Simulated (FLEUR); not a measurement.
**Fe (c factor at fixed volume 0.97 on the database's cell): anisotropy by force theorems**

Aim: the anisotropy of Fe (c factor at fixed volume 0.97 on the database's cell) from single passes in the potential of one collinear state.

Main program and level: FLEUR MaX-R8.1; PBE; all-electron FLAPW, Dirac cores, scalar-relativistic bands.

The database entry behind the starting cell differs from later determinations by our own check (an axis about 0.7 % long against later determinations), so it need not match the best structure at ambient conditions.

## 1. Set-up

It takes space group I4/mmm (No. 139, tetragonal). The conventional cell has a = 2.930 Å, b = 2.930 Å, c = 2.799 Å, α = 90.00°, β = 90.00°, γ = 90.00°. Nearest to Fe lie 10 Fe at 2.50 to 2.80 Å.

Coordinates:

```cif
data_structure
_symmetry_space_group_name_H-M 'I4/mmm'
_symmetry_Int_Tables_number 139
_cell_length_a 2.9303
_cell_length_b 2.9303
_cell_length_c 2.7994
_cell_angle_alpha 90.000
_cell_angle_beta 90.000
_cell_angle_gamma 90.000
_cell_volume 24.04
loop_
_atom_site_label
_atom_site_type_symbol
_atom_site_symmetry_multiplicity
_atom_site_Wyckoff_symbol
_atom_site_fract_x
_atom_site_fract_y
_atom_site_fract_z
_atom_site_occupancy
Fe1 Fe 2 a 0.00000 0.00000 0.00000 1
```

The cell is strained on purpose: c factor at fixed volume 0.97 on the database's cell.

## 2. Reference state

The force theorems are single passes in this state's potential, so it has to be converged first.

No symmetry is used, so that later steps may turn the spins freely; k and −k are joined. inpgen writes inp.xml from crystal.txt; cutoffs, mixing, functional, smearing and local orbitals are then set in the file. The k list scf (kpts.xml, not shown) is a Γ-centred 14×14×14 mesh; where the ranks do not divide the number of points, some are split in two of half the weight.

The input, inp.xml:

```
<?xml version="1.0" encoding="UTF-8" standalone="no"?>
<fleurInput fleurInputVersion="0.39">
   <comment>
      Fe
   </comment>
   <calculationSetup>
      <cutoffs Kmax="3.6" Gmax="10.8" GmaxXC="10.8" numbands="0"/>
      <scfLoop itmax="110" minDistance="0.00002" maxIterBroyd="15" imix="Anderson" alpha="0.05" precondParam="0.0" spinf="2.0" sdNocoIR="T"/>
      <coreElectrons ctail="F" frcor="F" kcrel="0" coretail_lmax="0"/>
      <xcFunctional name="pbe" relativisticCorrections="F"/>
      <magnetism jspins="2" l_noco="F" l_ss="F">
         <qss>0.0 0.0 0.0</qss>
         <mtNocoParams l_mperp="F" l_mtNocoPot="F" l_relaxSQA="F" mag_mixing_scheme="0" mix_RelaxWeightOffD="1.0" l_constrained="F" mix_constr="1.0"/>
         <sourceFreeMag l_sourceFree="F" l_scaleMag="F" mag_scale="1.0"/>
      </magnetism>
      <soc l_soc="F" theta="0.0" phi="0.0" spav="F"/>
      <expertModes spex="0" secvar="F"/>
      <geometryOptimization l_f="F" forcealpha="1.0" forcemix="BFGS" epsdisp="0.00001" epsforce="0.00001"/>
      <ldaU l_linMix="F" mixParam="0.05" spinf="1.0"/>
   </calculationSetup>
   <cell>
      <bzIntegration valenceElectrons="16.0" mode="hist" fermiSmearingEnergy="0.00183747">
         <kPointListSelection listName="scf"/>
         <xi:include xmlns:xi="http://www.w3.org/2001/XInclude" href="kpts.xml"> </xi:include>
      </bzIntegration>
      <xi:include xmlns:xi="http://www.w3.org/2001/XInclude" href="sym.xml"> </xi:include>
      <bulkLattice scale="1.0">
         <bravaisMatrix>
            <row-1>   -2.7687218757585268     2.7687218757585268     2.6450685538638661</row-1>
            <row-2>    2.7687218757585268    -2.7687218757585268     2.6450685538638661</row-2>
            <row-3>    2.7687218757585268     2.7687218757585268    -2.6450685538638661</row-3>
         </bravaisMatrix>
      </bulkLattice>
   </cell>
   <atomSpecies>
      <species name="Iron (Fe) 2.800" element="Fe" atomicNumber="26">
         <mtSphere radius="2.3" gridPoints="761" logIncrement="0.016"/>
         <atomicCutoffs lmax="8" lnonsphr="6"/>
         <electronConfig flipSpins="F">
            <coreConfig>(1s1/2) (2s1/2) (2p1/2) (2p3/2)</coreConfig>
            <valenceConfig>(3s1/2) (3p1/2) (3p3/2) (4s1/2) (3d3/2) (3d5/2)</valenceConfig>
            <stateOccupation state="(3d3/2)" spinUp="1.4" spinDown="1.0"/>
            <stateOccupation state="(3d5/2)" spinUp="3.0" spinDown="0.6"/>
         </electronConfig>
         <energyParameters s="4" p="4" d="3" f="4"/>
         <lo type="SCLO" l="0" n="3" eDeriv="0"/>
         <lo type="SCLO" l="1" n="3" eDeriv="0"/>
      </species>
   </atomSpecies>
   <atomGroups>
      <atomGroup species="Iron (Fe) 2.800">
         <relPos label="                   1">.0000000000 .0000000000 .0000000000</relPos>
         <force calculate="T" relaxXYZ="TTT"/>
         <nocoParams  alpha="0.0" beta="0.0"/>
      </atomGroup>
   </atomGroups>
   <output dos="F" band="F" slice="F">
      <bandDOS minEnergy="-.5*Htr" maxEnergy="0.5*Htr" sigma="0.015" storeEVData="T"/>
      <plotting iplot="0" polar="F">
         <plot TwoD="T" vec1="  1.0  0.0  0.0" vec2="  0.0  1.0  0.0" vec3="  0.0  0.0  1.0" zero="  0.0  0.0  0.0" file="plot"/>
      </plotting>
      <moessbauerParams electricFieldGradient="F" isomerShift="F" coreHyperfine="F" valenceHyperfine="F"/>
   </output>
</fleurInput>
```

The input, crystal.txt:

```
Fe
&input film=F cartesian=F /
-1.46514452000  1.46514452000  1.39971000000
1.46514452000  -1.46514452000  1.39971000000
1.46514452000  1.46514452000  -1.39971000000
1.8897261246
1.0 1.0 1.0

1
26 0.00000000000  0.00000000000  0.00000000000 : 2.800

&kpt div1=14 div2=14 div3=14 gamma=T /
```

Run with:

```console
> OMP_NUM_THREADS=1 inpgen -f crystal.txt -nosym -noco > inpgen.log  # inp.xml is then edited as shown
> OMP_NUM_THREADS=1 mpirun -n 4 fleur_MPI > fleur.log
```

The program printed:

```text
Welcome to FLEUR        (www.flapw.de)
      MaX-Release 8.1          (www.max-centre.eu)

 ========== k-point set info ==========
 Selected k-point list: scf
 k-point list type: mesh
 0 x 0 x 0
 Number of k points: 1376

 ------------Calculation Setup---------------------------
 Number of MPI-tasks      :            4
 Number of PE/node        :            4
 Number of OMP-threads    :            1
 k-points in parallel     :            4
 pe's per k-point         :            1
 No of k-point loops      :          344
 Eigenvalue solver        :       lapack
 Number of basis functions:           77
 Approximate size of matrices (H+S) per k-point:         0.000 GB
 --------------------------------------------------------
 Complex matrix made real
 Complex matrix made real
 Iteration:     1   Distance:      11.14200686 me/bohr^3
 Iteration:     2   Distance:       9.20165457 me/bohr^3
 Iteration:     3   Distance:       6.10693949 me/bohr^3
 Iteration:     4   Distance:       2.80706713 me/bohr^3
 Iteration:     5   Distance:       1.79571865 me/bohr^3
 Iteration:     6   Distance:       1.23138707 me/bohr^3
 Iteration:     7   Distance:       1.08957138 me/bohr^3
 Iteration:     8   Distance:       0.71907825 me/bohr^3
 Iteration:     9   Distance:       0.66824766 me/bohr^3
 Iteration:    10   Distance:       0.19080455 me/bohr^3
 Iteration:    11   Distance:       0.09190627 me/bohr^3
 Iteration:    12   Distance:       0.14798718 me/bohr^3
 Iteration:    13   Distance:       0.03145940 me/bohr^3
 Iteration:    14   Distance:       0.00787199 me/bohr^3
 Iteration:    15   Distance:       0.01091240 me/bohr^3
 Iteration:    16   Distance:       0.01024852 me/bohr^3
 Iteration:    17   Distance:       0.00646123 me/bohr^3
 Iteration:    18   Distance:       0.00170341 me/bohr^3
 Iteration:    19   Distance:       0.00093639 me/bohr^3
 Iteration:    20   Distance:       0.00083479 me/bohr^3
 Iteration:    21   Distance:       0.00027489 me/bohr^3
 Iteration:    22   Distance:       0.00003820 me/bohr^3
 Iteration:    23   Distance:       0.00003749 me/bohr^3
 Iteration:    24   Distance:       0.00000887 me/bohr^3

 ********************************************************************
 Run finished successfully
 Stop message:
   all done
 ********************************************************************

--- out.xml (last complete iteration) ---
<iteration numberForCurrentRun="   24" overallNumber="   24">
         <energyParameters units="Htr">
            <atomicEP atomType="1" spin="1" branch="4s" branchLowest="-2.89" branchHighest="1.85" value="0.1995834553"/>
            <atomicEP atomType="1" spin="1" branch="4p" branchLowest="-1.63" branchHighest="2.43" value="0.3326409386"/>
            <atomicEP atomType="1" spin="1" branch="3d" branchLowest="-9.99" branchHighest="0.39" value="0.2586162823"/>
            <atomicEP atomType="1" spin="1" branch="4f" branchLowest="-9.99" branchHighest="3.49" value="0.6460471628"/>
            <loAtomicEP atomType="1" spin="1" branch="3s" branchLowest="-29.54" branchHighest="-2.89" value="-2.9000287272"/>
            <loAtomicEP atomType="1" spin="1" branch="3p" branchLowest="-25.07" branchHighest="-1.63" value="-1.6524169452"/>
            <atomicEP atomType="1" spin="2" branch="4s" branchLowest="-2.79" branchHighest="1.92" value="0.1949460417"/>
            <atomicEP atomType="1" spin="2" branch="4p" branchLowest="-1.53" branchHighest="2.49" value="0.3216254532"/>
            <atomicEP atomType="1" spin="2" branch="3d" branchLowest="-9.99" branchHighest="0.49" value="0.3280401883"/>
            <atomicEP atomType="1" spin="2" branch="4f" branchLowest="-9.99" branchHighest="3.56" value="0.6302519859"/>
            <loAtomicEP atomType="1" spin="2" branch="3s" branchLowest="-29.49" branchHighest="-2.79" value="-2.7989013783"/>
            <loAtomicEP atomType="1" spin="2" branch="3p" branchLowest="-25.04" branchHighest="-1.53" value="-1.5538551404"/>
         </energyParameters>
         <bandgap value="0.0000000009" units="eV"/>
         <sumValenceSingleParticleEnergies value="-13.2646450324" units="Htr"/>
         <FermiEnergy value="0.3328399066" units="Htr"/>
         <valenceDensity>
            <mtCharges spin="1">
               <mtCharge atomType="1" total="8.6060662" s="1.1895880" p="3.1634961" d="4.2352506" f="0.0134119"/>
            </mtCharges>
            <mtCharges spin="2">
               <mtCharge atomType="1" total="6.2596302" s="1.1967299" p="3.2033242" d="1.8472754" f="0.0098723"/>
            </mtCharges>
            <spinDependentCharge spin="1" total="9.1425308" interstitial="0.5364646" mtSpheres="8.6060662"/>
            <spinDependentCharge spin="2" total="6.8574692" interstitial="0.5978391" mtSpheres="6.2596302"/>
            <totalCharge value="16.0000000000"/>
         </valenceDensity>
         <coreStates atomType="     1" atomicNumber=" 26" spin="1" kinEnergy="    574.6359369403" eigValSum="   -361.3243372794" lostElectrons=" 0.000000">
            <state n="1" l="0" j="0.5" energy="-256.5513993993" weight="1.0000000000"/>
            <state n="2" l="0" j="0.5" energy="-29.5385161098" weight="1.0000000000"/>
            <state n="2" l="1" j="0.5" energy="-25.3836076437" weight="1.0000000000"/>
            <state n="2" l="1" j="1.5" energy="-24.9254070633" weight="2.0000000000"/>
         </coreStates>
         <coreStates atomType="     1" atomicNumber=" 26" spin="2" kinEnergy="    575.0969914614" eigValSum="   -361.1784455582" lostElectrons=" 0.000000">
            <state n="1" l="0" j="0.5" energy="-256.5518688842" weight="1.0000000000"/>
            <state n="2" l="0" j="0.5" energy="-29.4936763929" weight="1.0000000000"/>
            <state n="2" l="1" j="0.5" energy="-25.3504262387" weight="1.0000000000"/>
            <state n="2" l="1" j="1.5" energy="-24.8912370212" weight="2.0000000000"/>
         </coreStates>
         <allElectronCharges>
            <spinDependentCharge spin="1" total="14.1425308" interstitial="0.5364646" mtSpheres="13.6060662"/>
            <spinDependentCharge spin="2" total="11.8574692" interstitial="0.5978391" mtSpheres="11.2596302"/>
            <totalCharge value="26.0000000001"/>
         </allElectronCharges>
         <magneticMomentsInMTSpheres units="muBohr">
            <globalMagMoment atomType="1" vec="0.00000   0.00000   2.34644"/>
            <localMagMoment atomType="1" vec="0.00000   0.00000   2.34644"/>
         </magneticMomentsInMTSpheres>
         <moessbauerParams unitsHFF="kG" unitsIS="e/bohr^3" unitsEFG="Htr/bohr^2">
         </moessbauerParams>
         <totalEnergy value="    -1272.8022886487" units="Htr">
            <sumOfEigenvalues value="     -735.7674278700">
               <coreElectrons value="-722.5027828376"/>
               <valenceElectrons value="-13.2646450324"/>
            </sumOfEigenvalues>
            <densityCoulombPotentialIntegral value="-1953.3532085389"/>
            <densityEffectivePotentialIntegral value="-2025.9586842595"/>
            <chargeDenXCDenIntegral value="-55.9355533738"/>
            <FockExchangeEnergyValence value="0.0000000000"/>
            <FockExchangeEnergyCore value="0.0000000000"/>
            <atomTypeDependentContributions atomType="1">
               <electronNucleiInteractionDifferentMTs value="1519.8314978092"/>
               <MadelungTerm value="-10.5498895857"/>
            </atomTypeDependentContributions>
            <tkbTimesEntropy value="0.0003230857"/>
            <freeEnergy value="-1272.8026117343"/>
            <extrapolationTo0K value="-1272.8024501915"/>
         </totalEnergy>
         <densityConvergence units="me/bohr^3">
            <chargeDensity spin="1" distance="0.0000039766"/>
            <chargeDensity spin="2" distance="0.0000059436"/>
            <overallChargeDensity distance="0.0000048595"/>
            <spinDensity distance="0.0000088693"/>
         </densityConvergence>
      </iteration>
```

Elapsed: 83 s, on 4 MPI ranks of Arm Neoverse V2, shared host; peak memory 0.34 GiB; 5.5 min of CPU time.

Numbers from this step:

```yaml
free_energy: -34634.7235 eV
program_s_band_gap_on_this_mesh_in_a_metal_only_a_level_spacing: 9.00e-10 eV
magnetization: 2.285 μB
final_state: ferromagnetic
largest_moment: 2.346 μB
```

After 24 cycles the largest moment stands at 2.35 μB.

## 3. Energy against the direction of the moments, rung 1

Anisotropy is a small difference, so it is taken from sums over occupied states at a frozen potential, where most errors cancel.

One pass with spin–orbit coupling for each direction, from the saved density. Inversion lets half of the mesh serve, which the program's warning doesn't know. The k list mae (kpts.xml, not shown) is a Γ-centred 19×19×19 mesh.

Changes to inp.xml since step 2:

```diff
@@ -6,4 +6,4 @@
    <calculationSetup>
-      <cutoffs Kmax="3.6" Gmax="10.8" GmaxXC="10.8" numbands="0"/>
-      <scfLoop itmax="110" minDistance="0.00002" maxIterBroyd="15" imix="Anderson" alpha="0.05" precondParam="0.0" spinf="2.0" sdNocoIR="T"/>
+      <cutoffs Kmax="3.6" Gmax="10.8" GmaxXC="10.8" numbands="36"/>
+      <scfLoop itmax="1" minDistance="0.00002" maxIterBroyd="15" imix="Anderson" alpha="0.05" precondParam="0.0" spinf="2.0" sdNocoIR="T"/>
       <coreElectrons ctail="F" frcor="F" kcrel="0" coretail_lmax="0"/>
@@ -15,3 +15,3 @@
       </magnetism>
-      <soc l_soc="F" theta="0.0" phi="0.0" spav="F"/>
+      <soc l_soc="T" theta="0.0" phi="0.0" spav="F"/>
       <expertModes spex="0" secvar="F"/>
@@ -22,3 +22,3 @@
       <bzIntegration valenceElectrons="16.0" mode="hist" fermiSmearingEnergy="0.00183747">
-         <kPointListSelection listName="scf"/>
+         <kPointListSelection listName="mae"/>
          <xi:include xmlns:xi="http://www.w3.org/2001/XInclude" href="kpts.xml"> </xi:include>
@@ -63,2 +63,5 @@
    </output>
+   <forceTheorem>
+      <MAE theta="0.0 1.5707963 1.5707963 0.7853982" phi="0.0 0.0 0.7853982 0.0"/>
+   </forceTheorem>
 </fleurInput>
```

Run with:

```console
> OMP_NUM_THREADS=1 mpirun -n 4 fleur_MPI -warn_only > fleur.log
```

The program printed:

```text
[banner, memory and clock lines left out]
Welcome to FLEUR        (www.flapw.de)
      MaX-Release 8.1          (www.max-centre.eu)
************FLEUR-Warning*****************
Error message: k-point set is not compatible to missing time-reversal symmetry in calculation.
Error occurred in subroutine: gen_bz
Error from PE:0/4
Other PEs with error messages:
     1-k-point set is not compatible to missing time-reversal symmetry in calculation.
     2-k-point set is not compatible to missing time-reversal symmetry in calculation.
     3-k-point set is not compatible to missing time-reversal symmetry in calculation.
*****************************************

 ========== k-point set info ==========
 Selected k-point list: mae
 k-point list type: mesh
 0 x 0 x 0
 Number of k points: 3432

************FLEUR-Warning*****************
Error message: k-point set is not compatible to missing time-reversal symmetry in calculation.
Error occurred in subroutine: gen_bz
Error from PE:3/4
*****************************************
 [... set-up left out ...]
 ********************************************************************
 Run finished successfully
 Stop message:
   Forcetheorem MAE
 ********************************************************************

--- out.xml (force theorem) ---
<Forcetheorem_MAE Angles="4" units="Htr">
            <Angle theta="0.0000000" phi="0.0000000" ev-sum="-13.265216402"/>
            <Angle theta="1.5707963" phi="0.0000000" ev-sum="-13.265216108"/>
            <Angle theta="1.5707963" phi="0.7853982" ev-sum="-13.265216064"/>
            <Angle theta="0.7853982" phi="0.0000000" ev-sum="-13.265216221"/>
         </Forcetheorem_MAE>
```

Elapsed: 40 s, on 4 MPI ranks; peak memory 0.86 GiB; 2.7 min of CPU time.

Anisotropy energies, by row:

```
                              axis       x       y       z  band energy less the first axis' (meV a cell)
                             [001]       0       0       1                                              0
                             [100]       1       0       0                                          0.008
                             [110]  0.7071  0.7071       0                                       0.009197
45 degrees from [001] toward [100]  0.7071       0  0.7071                                       0.004925
```

Indices are those of the standard conventional cell; x, y, z give the same directions in the axes of the input.

## 4. Anisotropy by the force theorem, rung 2

A second rung shows how far the first can be trusted.

The k list mae (kpts.xml, not shown) is a Γ-centred 27×27×27 mesh.

inp.xml is that of step 3.

The program printed:

```text
[banner, memory and clock lines left out]
Welcome to FLEUR        (www.flapw.de)
      MaX-Release 8.1          (www.max-centre.eu)
************FLEUR-Warning*****************
Error message: k-point set is not compatible to missing time-reversal symmetry in calculation.
Error occurred in subroutine: gen_bz
Error from PE:0/4
*****************************************

 ========== k-point set info ==========
 Selected k-point list: mae
 k-point list type: mesh
 0 x 0 x 0
 Number of k points: 9844

 [... set-up left out ...]
 ********************************************************************
 Run finished successfully
 Stop message:
   Forcetheorem MAE
 ********************************************************************

--- out.xml (force theorem) ---
<Forcetheorem_MAE Angles="4" units="Htr">
            <Angle theta="0.0000000" phi="0.0000000" ev-sum="-13.265205109"/>
            <Angle theta="1.5707963" phi="0.0000000" ev-sum="-13.265204214"/>
            <Angle theta="1.5707963" phi="0.7853982" ev-sum="-13.265204173"/>
            <Angle theta="0.7853982" phi="0.0000000" ev-sum="-13.265204626"/>
         </Forcetheorem_MAE>
```

Run time: 1.9 min. Hardware: 4 MPI ranks; peak memory 2.1 GiB.

Anisotropy energies, by row:

```
                              axis       x       y       z  band energy less the first axis' (meV a cell)
                             [001]       0       0       1                                              0
                             [100]       1       0       0                                        0.02435
                             [110]  0.7071  0.7071       0                                        0.02547
45 degrees from [001] toward [100]  0.7071       0  0.7071                                        0.01314
```

(Continued in part 2 of 2.)

[Logs and program files are shortened in this print: banners, set-up blocks, solver, clock and traceback lines can be left out without a mark of their own.]

[Logs are printed without paths, hosts, clocks, repeated set-up lines and the standing remarks that a program may print on its own settings, such as how far it seeks lower states.]

[Hosts, paths, dates, database ids (printed as entryN), source tags and the programs' standing remarks are cut or masked in the printed files.]

[Where a cell is said to come from a database of computed structures, the database is the Materials Project.]
